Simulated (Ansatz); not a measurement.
What does this script print? It uses Ansatz 0.2.0, Python API.

Input file `POSCAR`:
```text
MgO
1.0
   3.48637786    0.00000000    0.00000000
  -1.74318893    3.01929180    0.00000000
   0.00000000    0.00000000    4.17804122
Mg O
2 2
Direct
   0.66666667    0.33333333    0.75000000
   0.33333333    0.66666667    0.25000000
   0.66666667    0.33333333    0.25000000
   0.33333333    0.66666667    0.75000000
```

`fatbands.py`
```python
# -*- coding: utf-8 -*-
"""Fat bands of MgO at high-symmetry points."""

from collections import Counter
from pathlib import Path
import json

import ansatz as az
from ase.io import read
import pandas as pd

atoms = read("POSCAR", format="vasp")
xtal = az.Crystal.from_ase(atoms)

points = {"G": (0.0, 0.0, 0.0), "M": (0.5, 0.0, 0.0), "K": (0.33333, 0.33333, 0.0), "A": (0.0, 0.0, 0.5), "L": (0.5, 0.0, 0.5), "H": (0.33333, 0.33333, 0.5)}
base = (
    xtal.calculation()
    .functional("pbesol")
    .occupations("Fixed")
    .kpoints(mesh=(12, 12, 6))
    .band_structure(list(points.values()), intervals=1)
    .fat_bands()
)
outcome = base.run(events_out="events.ndjson")
report = outcome.report
with open("events.ndjson") as stream:
    kinds = Counter(json.loads(line)["event"] for line in stream)
print("events:", {kind: kinds[kind] for kind in ("scf_iter", "scf_done", "notice", "finished")})
file = Path(outcome.write_results("results")) / "fatbands.tsv"
names = file.read_text().splitlines()[0].lstrip("# ").split("\t")
table = pd.read_csv(file, sep="\t", comment="#", names=names)
near = table[table.e_minus_ef.abs() < 3]
for ik, label in enumerate(points):
    print(label)
    for _, row in near[near.ik == ik].iterrows():
        main = row[names[4:]].astype(float).nlargest(2)
        print(f"   band {int(row.band):3d} {row.e_minus_ef:7.3f} eV  " + ", ".join(f"{k} {v:.2f}" for k, v in main.items()))
```

`python fatbands.py` gives:
```text
DeckWarning: basis.ecutwfc = 420 eV, auto-derived from the records' recommended cutoffs: set by Mg (normal level)
events: {'scf_iter': 6, 'scf_done': 1, 'notice': 2, 'finished': 1}
G
   band  11  -1.744 eV  o2_l1_2P 0.49, o3_l1_2P 0.49
   band  12  -1.744 eV  o2_l1_2P 0.49, o3_l1_2P 0.49
   band  13  -0.808 eV  o2_l1_2P 0.49, o3_l1_2P 0.49
   band  14  -0.808 eV  o2_l1_2P 0.49, o3_l1_2P 0.49
   band  15  -0.000 eV  o2_l1_2P 0.50, o3_l1_2P 0.50
M
   band  11  -2.386 eV  o2_l1_2P 0.48, o3_l1_2P 0.48
   band  12  -2.355 eV  o2_l1_2P 0.48, o3_l1_2P 0.48
   band  13  -1.979 eV  o2_l1_2P 0.43, o3_l1_2P 0.43
   band  14  -1.310 eV  o2_l1_2P 0.48, o3_l1_2P 0.48
   band  15  -0.522 eV  o2_l1_2P 0.49, o3_l1_2P 0.49
K
   band  11  -2.202 eV  o2_l1_2P 0.42, o3_l1_2P 0.42
   band  12  -2.202 eV  o2_l1_2P 0.42, o3_l1_2P 0.42
   band  13  -1.829 eV  o2_l1_2P 0.48, o3_l1_2P 0.48
   band  14  -1.828 eV  o2_l1_2P 0.48, o3_l1_2P 0.48
   band  15  -0.889 eV  o2_l1_2P 0.49, o3_l1_2P 0.49
A
   band  10  -2.454 eV  o2_l1_2P 0.40, o3_l1_2P 0.40
   band  11  -2.454 eV  o2_l1_2P 0.40, o3_l1_2P 0.40
   band  12  -1.296 eV  o2_l1_2P 0.49, o3_l1_2P 0.49
   band  13  -1.296 eV  o2_l1_2P 0.49, o3_l1_2P 0.49
   band  14  -1.296 eV  o2_l1_2P 0.49, o3_l1_2P 0.49
   band  15  -1.296 eV  o2_l1_2P 0.49, o3_l1_2P 0.49
L
   band  12  -1.546 eV  o2_l1_2P 0.49, o3_l1_2P 0.49
   band  13  -1.546 eV  o2_l1_2P 0.49, o3_l1_2P 0.49
   band  14  -0.826 eV  o2_l1_2P 0.48, o3_l1_2P 0.48
   band  15  -0.826 eV  o2_l1_2P 0.48, o3_l1_2P 0.48
H
   band  12  -2.506 eV  o2_l1_2P 0.47, o3_l1_2P 0.47
   band  13  -2.506 eV  o2_l1_2P 0.47, o3_l1_2P 0.47
   band  14  -0.382 eV  o2_l1_2P 0.49, o3_l1_2P 0.49
   band  15  -0.382 eV  o2_l1_2P 0.49, o3_l1_2P 0.49
```
(Warnings from the package without file and line.)

Caveats:
- With fixed filling the reported Fermi level is the top filled level among the k-points of the SCF.
- The structure comes from a database of computed cells and needn't be a stable or known phase.
- Gaps and levels are Kohn-Sham values on a finite set of k-points.
- Energies are less the Fermi level and bands count from 0. Only the largest channels are printed, equivalent atoms hold more, and in degenerate sets the split between sites is arbitrary; shells that the potentials lack have no channel.
- Timing: 4.4 s on 1 thread of Arm Neoverse V1, on a shared host, peak memory 0.45 GiB.
